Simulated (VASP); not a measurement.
# AlN (Fm-3m) in VASP: a series of runs

One crystal, AlN, is run at these levels: PBEsol; tasks: relaxation of cell and atoms.

Everything below comes from runs of VASP 6.6.1. Logs are shortened: lines on timing, memory, paths and dates and some standing lists are left out, and cuts for length are marked.

## 1. Starting point

The structure is cubic, space group Fm-3m (No. 225). Conventional cell: a = 4.069 Å, b = 4.069 Å, c = 4.069 Å, α = 90.00°, β = 90.00°, γ = 90.00°. Al (site symmetry m-3m) has 6 N at 2.03 Å as nearest neighbours. N (site symmetry m-3m) is surrounded by 6 Al at 2.03 Å.

Measurements of this composition are mostly on another form, of space group No. 186.

## 2. Relaxation of cell and atoms, PBEsol, target pressure 14.5 GPa, at which the enthalpy is minimised

INCAR

```
  PREC = Accurate
  ENCUT = 520
  EDIFF = 1E-7
  ISMEAR = 0
  SIGMA = 0.02
  LREAL = False
  LASPH = True
  NELM = 80
  ALGO = Normal
  ISIF = 3
  LWAVE = False
  LCHARG = False
  GGA = PS
  IBRION = 2
  NSW = 80
  EDIFFG = -0.002
  PSTRESS = 145.0
```

KPOINTS

```
Automatic mesh
0
Gamma
  4 4 4
```

POSCAR

```
AlN
1.0
    0.0000000000      2.0345180000      2.0345180000
    2.0345180000      0.0000000000      2.0345180000
    2.0345180000      2.0345180000      0.0000000000
Al N
1 1
Direct
    0.5000000000      0.5000000000      0.5000000000
    0.0000000000      0.0000000000      0.0000000000
```

Potentials or basis: VASP PAW PBE potentials, release 64 (Al, N).

The run is started by

```
$ cat potpaw_PBE.64/Al/POTCAR potpaw_PBE.64/N/POTCAR > POTCAR
$ mpirun -np 1 vasp_std > vasp.out
```

OUTCAR:

```text
PREC = Accurate
   ENCUT = 520
   EDIFF = 1E-7
   ISMEAR = 0
   LREAL = False
   LASPH = True
   NELM = 80
   ISIF = 3
   GGA = PS
   IBRION = 2
   NSW = 80
   EDIFFG = -0.002
   PSTRESS = 145.0

 ion  position               nearest neighbor table
   1  0.500  0.500  0.500-   2 2.03   2 2.03   2 2.03   2 2.03   2 2.03   2 2.03
   2  0.000  0.000  0.000-   1 2.03   1 2.03   1 2.03   1 2.03   1 2.03   1 2.03

  LATTYP: Found a face centered cubic cell.
 ALAT       =     4.0690360000

  Lattice vectors:

 A1 = (   0.0000000000,   2.0345180000,   2.0345180000)
 A2 = (   2.0345180000,   0.0000000000,   2.0345180000)
 A3 = (   2.0345180000,   2.0345180000,   0.0000000000)

Analysis of symmetry for initial positions (statically):
=====================================================================
 Subroutine PRICEL returns:
 Original cell was already a primitive cell.

 Routine SETGRP: Setting up the symmetry group for a
 face centered cubic supercell.

 Subroutine GETGRP returns: Found 48 space group operations
 (whereof 48 operations were pure point group operations)
 out of a pool of 48 trial point group operations.

The static configuration has the point symmetry O_h .

Analysis of symmetry for dynamics (positions and initial velocities):
=====================================================================
 Subroutine PRICEL returns:
 Original cell was already a primitive cell.

 Routine SETGRP: Setting up the symmetry group for a
 face centered cubic supercell.

 Subroutine GETGRP returns: Found 48 space group operations
 (whereof 48 operations were pure point group operations)
 out of a pool of 48 trial point group operations.

The dynamic configuration has the point symmetry O_h .

 Subroutine INISYM returns: Found 48 space group operations
 (whereof 48 operations are pure point group operations),
 and found     1 'primitive' translations

----------------------------------------------------------------------------------------

                                     Primitive cell

  volume of cell :      16.8428

  direct lattice vectors                    reciprocal lattice vectors
     0.000000000  2.034518000  2.034518000    -0.245758455  0.245758455  0.245758455
     2.034518000  0.000000000  2.034518000     0.245758455 -0.245758455  0.245758455
     2.034518000  2.034518000  0.000000000     0.245758455  0.245758455 -0.245758455

  length of vectors
     2.877242948  2.877242948  2.877242948     0.425666130  0.425666130  0.425666130

  position of ions in fractional coordinates (direct lattice)
     0.500000000  0.500000000  0.500000000
     0.000000000  0.000000000  0.000000000

  ion indices of the primitive-cell ions
   primitive index   ion index
                 1           1
                 2           2

----------------------------------------------------------------------------------------

 KPOINTS: Automatic mesh

Automatic generation of k-mesh.
 Grid dimensions read from file:
 generate k-points for:    4    4    4

 Generating k-lattice:

  Cartesian coordinates                     Fractional coordinates (reciprocal lattice)
    -0.061439614  0.061439614  0.061439614     0.250000000  0.000000000  0.000000000
     0.061439614 -0.061439614  0.061439614     0.000000000  0.250000000  0.000000000
     0.061439614  0.061439614 -0.061439614     0.000000000  0.000000000  0.250000000

  Length of vectors
     0.106416533  0.106416533  0.106416533

  Shift w.r.t. Gamma in fractional coordinates (k-lattice)
     0.000000000  0.000000000  0.000000000

 Subroutine IBZKPT returns following result:
 ===========================================

 Found      8 irreducible k-points:

 Following reciprocal coordinates:
            Coordinates               Weight
  0.000000  0.000000  0.000000      1.000000
  0.250000  0.000000  0.000000      8.000000
  0.500000  0.000000  0.000000      4.000000
  0.250000  0.250000  0.000000      6.000000
  0.500000  0.250000  0.000000     24.000000
 -0.250000  0.250000  0.000000     12.000000
  0.500000  0.500000  0.000000      3.000000
 -0.250000  0.500000  0.250000      6.000000
   k-points           NKPTS =      8   k-points in BZ     NKDIM =      8   number of bands    NBANDS=      8
   number of dos      NEDOS =    301   number of ions     NIONS =      2
   total plane-waves  NPLWV =  13824
   dimension x,y,z NGX =    24 NGY =   24 NGZ =   24
   dimension x,y,z NGXF=    48 NGYF=   48 NGZF=   48
   ions per type =               1   1
   NGX,Y,Z   is equivalent  to a cutoff of  13.87, 13.87, 13.87 a.u.
   NGXF,Y,Z  is equivalent  to a cutoff of  27.73, 27.73, 27.73 a.u.
 SYSTEM =  unknown system
   PREC   = accura    normal or accurate (medium, high low for compatibility)
   ISTART =      0    job   : 0-new  1-cont  2-samecut
   ICHARG =      2    charge: 1-file 2-atom 10-const
   ISPIN  =      1    spin polarized calculation?
   LNONCOLLINEAR =      F non collinear calculations
   LSORBIT =      F    spin-orbit coupling
   LASPH  =      T    aspherical Exc in radial PAW
   ENCUT  =  520.0 eV  38.22 Ry    6.18 a.u.   5.35  5.35  5.35*2*pi/ulx,y,z
   NELM   =     80;   NELMIN=  2; NELMDL= -5     # of ELM steps
   EDIFF  = 0.1E-06   stopping-criterion for ELM
   LREAL  =      F    real-space projection
   EDIFFG = -.2E-02   stopping-criterion for IOM
   NSW    =     80    number of steps for IOM
   IBRION =      2    ionic relax: 0-MD 1-quasi-New 2-CG
   NFREE  =      1    steps in history (QN), initial steepest desc. (CG)
   ISIF   =      3    stress and relaxation
   ISYM   =      2    0-nonsym 1-usesym 2-fastsym
   POTIM  = 0.5000    time-step for ionic-motion
   TEBEG  =    0.0;   TEEND  =   0.0 temperature during run
   PSTRESS=  145.0 pullay stress
   NELECT =       8.0000    total number of electrons
   NUPDOWN=      -1.0000    fix difference up-down
   EMIN   =  10.00;   EMAX   =-10.00  energy-range for DOS
   EFERMI =   0.00;   METHOD = LEGACY
   ISMEAR =     0;   SIGMA  =   0.02  broadening in eV -4-tet -1-fermi 0-gaus
   EFERMI_NEDOS =   21; number of points for ismear=-14 and -15
   IALGO  =     38    algorithm
   IMIX   =      4    mixing-type and parameters
     AMIX     =   0.40;   BMIX     =  1.00
     AMIX_MAG =   1.60;   BMIX_MAG =  1.00
  volume/ion in A,a.u.               =       8.42        56.83
  Fermi-wavevector in a.u.,A,eV,Ry     =   1.277321  2.413786 22.198561  1.631548
  Thomas-Fermi vector in A             =   2.409927
   LORBIT       =      0    0 simple, 1 ext, 2 COOP (PROOUT), +10 PAW based schemes
   GGA     = PS    functional components
   LHFCALC =     F    Hartree Fock is set to
   AEXX    =    0.0000 exact exchange contribution
   IVDW    =     0    specifies the selected vdW correction
   LEPSILON=     F    determine dielectric tensor
   LRPA    =     F    only Hartree local field effects (RPA)
 conjugate gradient relaxation of ions
 non-spin polarized calculation
 Gauss-broadening in eV      SIGMA  =   0.02
  energy-cutoff  :      520.00
  volume of cell :       16.84
 maximum number of plane-waves:       465
 NGX is ok and might be reduce to    24
   NGX = 11   NGY = 11   NGZ = 11

--------------------------------------- Ionic step        1  -------------------------------------------

 number of electron       7.9999999 magnetization

 Free energy of the ion-electron system (eV)
  ---------------------------------------------------
  ext. energy  EPLUGINS =         0.00000000
  ---------------------------------------------------
  free energy    TOTEN  =       -15.35906828 eV

  energy without entropy =      -15.35906828  energy(sigma->0) =      -15.35906828

 E-fermi :   9.8226     XC(G=0): -12.3556

 val. band max:        9.6969403436   @ k =   0.0000   0.0000   0.0000
 cond. band min:      14.0184186999   @ k =   0.5000   0.5000   0.0000
 fundamental gap:      4.3214783563
 Fermi energy:         9.8225679383

 k-point     1 :       0.0000    0.0000    0.0000
  band No.  band energies     occupation
      1      -7.7035      2.00000
      2       9.6969      2.00000
      3       9.6969      2.00000
      4       9.6969      2.00000
      5      15.0755      0.00000
      6      21.6090      0.00000
      7      21.6090      0.00000
      8      21.6090      0.00000

 k-point     2 :       0.2500    0.0000    0.0000
  band No.  band energies     occupation
      1      -6.4867      2.00000
      2       5.3578      2.00000
      3       9.1172      2.00000
      4       9.1172      2.00000
      5      16.3065      0.00000
      6      20.5598      0.00000
      7      21.7204      0.00000
      8      21.7204      0.00000

 k-point     3 :       0.5000    0.0000    0.0000
  band No.  band energies     occupation
      1      -4.4655      2.00000
      2       1.4172      2.00000
      3       8.6361      2.00000
      4       8.6361      2.00000
      5      15.5826      0.00000
      6      20.3921      0.00000
      7      20.3921      0.00000
      8      22.6643      0.00000
[... 218 lines left out ...]
 VOLUME and BASIS-vectors are now :
 -----------------------------------------------------------------------------
  energy-cutoff  :      520.00
  volume of cell :       15.75
      direct lattice vectors                 reciprocal lattice vectors
    -0.000000000  1.989562508  1.989562508    -0.251311531  0.251311531  0.251311531
     1.989562508  0.000000000  1.989562508     0.251311531 -0.251311531  0.251311531
     1.989562508  1.989562508 -0.000000000     0.251311531  0.251311531 -0.251311531

 POSITION                                       TOTAL-FORCE (eV/Angst)
 -----------------------------------------------------------------------------------
      1.98956      1.98956      1.98956         0.000000     -0.000000     -0.000000
      0.00000      0.00000     -0.00000        -0.000000      0.000000      0.000000
 -----------------------------------------------------------------------------------
    total drift:                                0.000000     -0.000000     -0.000000

  FREE ENERGIE OF THE ION-ELECTRON SYSTEM (eV)
  ---------------------------------------------------
  free  energy   TOTEN  =       -15.3286843889 eV

  energy  without entropy=      -15.3286843889  energy(sigma->0) =      -15.32868439

  enthalpy is  TOTEN    =       -13.9032074997 eV   P V=        1.4254768893

--------------------------------------- Ionic step        6  -------------------------------------------

 number of electron       8.0000000 magnetization

 Free energy of the ion-electron system (eV)
  ---------------------------------------------------
  ext. energy  EPLUGINS =         0.00000000
  ---------------------------------------------------
  free energy    TOTEN  =       -15.32846000 eV

  energy without entropy =      -15.32846000  energy(sigma->0) =      -15.32846000

 E-fermi :  10.6837     XC(G=0): -12.6739

 val. band max:       10.5789148401   @ k =   0.0000   0.0000   0.0000
 cond. band min:      15.5515145805   @ k =   0.5000   0.5000   0.0000
 fundamental gap:      4.9725997404
 Fermi energy:        10.6837353708

 k-point     1 :       0.0000    0.0000    0.0000
  band No.  band energies     occupation
      1      -7.4425      2.00000
      2      10.5789      2.00000
      3      10.5789      2.00000
      4      10.5789      2.00000
      5      16.9396      0.00000
      6      22.7021      0.00000
      7      22.7021      0.00000
      8      22.7021      0.00000

 k-point     2 :       0.2500    0.0000    0.0000
  band No.  band energies     occupation
      1      -6.1426      2.00000
      2       6.0882      2.00000
      3       9.9270      2.00000
      4       9.9270      2.00000
      5      17.7792      0.00000
      6      22.0426      0.00000
      7      23.0849      0.00000
      8      23.0849      0.00000

 k-point     3 :       0.5000    0.0000    0.0000
  band No.  band energies     occupation
      1      -3.9322      2.00000
      2       1.8621      2.00000
      3       9.3893      2.00000
      4       9.3894      2.00000
      5      16.8919      0.00000
      6      21.8190      0.00000
      7      21.8190      0.00000
      8      24.5485      0.00000
[... 66 lines left out ...]
 VOLUME and BASIS-vectors are now :
 -----------------------------------------------------------------------------
  energy-cutoff  :      520.00
  volume of cell :       15.75
      direct lattice vectors                 reciprocal lattice vectors
    -0.000000000  1.989457879  1.989457879    -0.251324748  0.251324748  0.251324748
     1.989457879  0.000000000  1.989457879     0.251324748 -0.251324748  0.251324748
     1.989457879  1.989457879 -0.000000000     0.251324748  0.251324748 -0.251324748

 POSITION                                       TOTAL-FORCE (eV/Angst)
 -----------------------------------------------------------------------------------
      1.98946      1.98946      1.98946        -0.000000     -0.000000     -0.000000
      0.00000      0.00000      0.00000         0.000000      0.000000      0.000000
 -----------------------------------------------------------------------------------
    total drift:                                0.000000     -0.000000     -0.000000

  FREE ENERGIE OF THE ION-ELECTRON SYSTEM (eV)
  ---------------------------------------------------
  free  energy   TOTEN  =       -15.3284600032 eV

  energy  without entropy=      -15.3284600032  energy(sigma->0) =      -15.32846000

  enthalpy is  TOTEN    =       -13.9032079962 eV   P V=        1.4252520070

 reached required accuracy - stopping structural energy minimisation
```

It took 16 s on 1 thread of AMD EPYC 7R43 (Zen 3), shared host; peak memory 0.1 GiB.

What came out:

```
Free energy                                            : -15.3285 eV
Relaxed volume                                         : 7.87 Å³/atom
Relaxed cell                                           : a = 2.814 Å, b = 2.814 Å, c = 2.814 Å, α = 60.00°, β = 60.00°, γ = 60.00°
Space group after relaxing (to 0.05 Å)                 : Fm-3m (No. 225)
Energy change on relaxing (the enthalpy is what falls) : +15.3 meV/atom
Ionic steps                                            : 6
Pressure after relaxing                                : 14.5 GPa
Band gap on the k mesh                                 : 4.97 eV, indirect (least direct gap 6.36 eV)
```

The path:
```
step  energy change (eV)  largest force (eV/Å)  pressure (GPa)  volume (Å³)
   1              0.0000                0.0000           -4.50        16.84
   2              0.2496                0.0000           44.70        14.52
   3              0.0289                0.0000           14.12        15.77
   4              0.0308                0.0000           14.55        15.75
   5              0.0304                0.0000           14.45        15.75
   6              0.0306                0.0000           14.50        15.75
```

Final structure:
```
Al N
1.0
     0.00000    1.98946    1.98946
     1.98946    0.00000    1.98946
     1.98946    1.98946    0.00000
Al N
1 1
Direct
  0.50000 0.50000 0.50000
  0.00000 0.00000 0.00000
```

Levels at points of the mesh, in eV from the valence-band top:
| k point | band 2 | band 3 | band 4 | band 5 | band 6 | band 7 |
| --- | --- | --- | --- | --- | --- | --- |
| (0.00, 0.00, 0.00) | 0.00 | 0.00 | 0.00 | 6.36 | 12.12 | 12.12 |
| (0.50, 0.00, 0.00) | -8.72 | -1.19 | -1.19 | 6.31 | 11.24 | 11.24 |
| (0.50, 0.50, 0.00) | -7.81 | -2.96 | -2.96 | 4.97 | 5.00 | 14.56 |

Caveat: the k mesh is coarse (spacing up to 0.67 Å⁻¹), so the values aren't converged; the cell is relaxed towards a set pressure, so the enthalpy falls and the energy may rise; the PAW data sets were made with another functional, which shifts forces and pressure a little.

## 3. Relaxation of cell and atoms, PBEsol, target pressure 14.5 GPa, at which the enthalpy is minimised

This run uses another cell than the first one, of 7.87 Å³/atom, 0.935 times its volume.

INCAR is that of step 2.

KPOINTS is that of step 2.

POSCAR

```
AlN                                     
1.0
   -0.0000000000      1.9894578787      1.9894578787
    1.9894578787      0.0000000000      1.9894578787
    1.9894578787      1.9894578787     -0.0000000000
  Al              N             
     1     1
Direct
     0.5000000000000000    0.5000000000000000    0.5000000000000000
     0.0000000000000000    0.0000000000000000    0.0000000000000000
```

Potentials or basis: VASP PAW PBE potentials, release 64 (Al, N).

The run is started by

```
$ cat potpaw_PBE.64/Al/POTCAR potpaw_PBE.64/N/POTCAR > POTCAR
$ mpirun -np 1 vasp_std > vasp.out
```

It took 7.3 s on 1 thread of AMD EPYC 7R43 (Zen 3), shared host; peak memory 0.09 GiB.

The run converged. Its results:

- Free energy: -15.3277 eV
- Pressure after relaxing: 14.5 GPa
- Band gap on the k mesh: 4.97 eV, indirect (least direct gap 6.36 eV)

Final structure:
```
CELL_PARAMETERS angstrom
0.00000 1.98946 1.98946
1.98946 0.00000 1.98946
1.98946 1.98946 0.00000
ATOMIC_POSITIONS crystal
Al 0.50000 0.50000 0.50000
N 0.00000 0.00000 0.00000
```

Levels at points of the mesh, in eV from the valence-band top:
```
           k point  band 1  band 2  band 3  band 4  band 5  band 6  band 7  band 8
(0.00, 0.00, 0.00)  -18.02    0.00    0.00    0.00    6.36   12.12   12.12   12.12
(0.50, 0.00, 0.00)  -14.51   -8.72   -1.19   -1.19    6.31   11.24   11.24   13.97
(0.50, 0.50, 0.00)  -13.44   -7.81   -2.96   -2.96    4.97    5.00   14.56   17.90
```

Caveat: the k mesh is coarse (spacing up to 0.68 Å⁻¹), so the values aren't converged; the relaxation stopped at its first step, so nothing moved; the cell is relaxed towards a set pressure, so the enthalpy falls and the energy may rise; the PAW data sets were made with another functional, which shifts forces and pressure a little. As with any semilocal functional, this PBEsol gap is likely too small.
